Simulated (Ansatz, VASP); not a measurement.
## One calculation of In, two programs

```
In
1.0
    -1.69510    1.69510    2.39225
     1.69510   -1.69510    2.39225
     1.69510    1.69510   -2.39225
In
1
Direct
  0.00000 0.00000 0.00000
```

Alike in both runs: functional PBE; k mesh 18 × 18 × 18; occupations gaussian, width 0.1 eV; no spin polarisation.

Ansatz relaxed the structure, and its values are those at the end. VASP's run is a single point on that final structure, the one shown.

|  | VASP | Ansatz |
| --- | --- | --- |
| version | VASP 6.6.1 | Ansatz 0.2.0 |
| potentials or method | VASP PAW PBE potentials, release 64 (In_d) | scalar-relativistic, plane waves, PAW |
| plane-wave cutoff (eV) | 520 | 420 |
| valence electrons in the cell | 13 | 13 |

|  | VASP | Ansatz | Ansatz less VASP |
| --- | --- | --- | --- |
| gap on the k mesh at the Fermi level (eV) | none | none | - |
| pressure (GPa) | 0.0 | 0.0 | +0.03 |

A gap of «none» marks a metal or a gap that the smearing closes. With one functional, cell and mesh, what is left measures potentials, basis and numerics.
